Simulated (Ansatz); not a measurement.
GeO2:
```xyz
6
Lattice="4.4125 0.0000 0.0000 0.0000 4.4125 0.0000 0.0000 0.0000 2.8707" Properties=species:S:1:pos:R:3 pbc="T T T"
Ge     2.2062     2.2062     1.4354
Ge     0.0000     0.0000     0.0000
O      3.0621     3.0621     0.0000
O      1.3503     1.3503     0.0000
O      3.5566     0.8559     1.4354
O      0.8559     3.5566     1.4354
```

x, y and z are the axes in which the lattice vectors are written.

Task: Give the high-frequency dielectric tensor and the Born effective charge tensors of the independent atoms from DFPT, r²SCAN (plane waves, PAW; program Ansatz).

Result: 
ε∞:
```
3.91  0.00  0.00
0.00  3.91  0.00
0.00  0.00  4.23
```
Z* of atom 1 (Ge), rows: field, columns: displacement, in e:
```
 4.13  -0.55   0.00
-0.55   4.13   0.00
 0.00   0.00   4.43
```
Z* of atom 3 (O), rows: field, columns: displacement, in e:
```
-2.06  -0.71   0.00
-0.71  -2.06   0.00
 0.00   0.00  -2.21
```

Static charges for comparison (Bader): Ge1 +2.60, O3 -1.30 e. Born charges measure polarisation by displacement and can exceed these by far.

Space group P4_2/mnm (rutile). Symmetry was held in the r²SCAN relaxation; of distortions, only those at the zone centre were tested. Scalar-relativistic: spin–orbit coupling is off unless named, which matters more the heavier the elements.

Potentials: the earlier of the program's two PAW sets.
